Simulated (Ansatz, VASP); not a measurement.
## SnTe in VASP and in Ansatz

The input INCAR:

```
SYSTEM = SnTe
PREC = Accurate ; ENCUT = 520
EDIFF = 1E-7 ; ISMEAR = 0
SIGMA = 0.03 ; LREAL = .False.
LASPH = .True. ; NELM = 100
ALGO = Normal ; ISIF = 2
LWAVE = .False. ; LCHARG = .False.
NBANDS = 17
```

KPOINTS

```
Automatic mesh
0
Gamma
  10 10 10
  0 0 0
```

Contents of POSCAR:

```
SnTe
1.0
    0.0000000000      3.2196300000      3.1565000000
    3.1565000000      0.0000000000      3.1565000000
    3.1565000000      3.2196300000      0.0000000000
Sn Te
1 1
Direct
    0.0000000000      0.0000000000      0.0000000000
    0.5000000000      0.5000000000      0.5000000000
```

Input for Ansatz:

```yaml
crystal:
  lattice:
    - [0.0, 3.21963, 3.1565]
    - [3.1565, 0.0, 3.1565]
    - [3.1565, 3.21963, 0.0]
  atoms:
    - { symbol: Sn, position: [0.0, 0.0, 0.0] }
    - { symbol: Te, position: [0.5, 0.5, 0.5] }
basis:
  ecutwfc: 420
kpoints:
  mp_grid: { grid: [10, 10, 10] }
hamiltonian:
  xc: lda
scf:
  occupations: { method: gaussian, width: 0.03 }
output:
  forces: true
  stress: true
  eigenvalues: true
```

Change from the starting cell: strain +0.0200 x Voigt [0, 1, 0, 0, 0, 0], atoms carried along.

Alike in both runs: task single point; functional LDA; k mesh 10 × 10 × 10; occupations gaussian, width 0.03 eV; no spin polarisation.

|  | VASP | Ansatz |
| --- | --- | --- |
| version | VASP 6.6.1 | Ansatz 0.2.0 |
| potentials or method | VASP PAW LDA potentials, release 64 (Sn_d, Te) | scalar-relativistic, plane waves, PAW |
| plane-wave cutoff (eV) | 520 | 420 |
| valence electrons in the cell | 20 | 30 |

```csv
,VASP,Ansatz,Ansatz less VASP
gap on the k mesh at the Fermi level (eV),0.07,0.06,-0.013
least direct gap on the mesh (eV),0.07,0.06,-0.013
pressure (GPa),-2.5,-2.5,-0.03
largest component of the traceless stress (GPa),1.42,1.41,-0.011
```

The two sets of potentials don't hold the same shells in valence.

Caveats: spin-orbit coupling is left out, which moves the levels of the heavy elements.
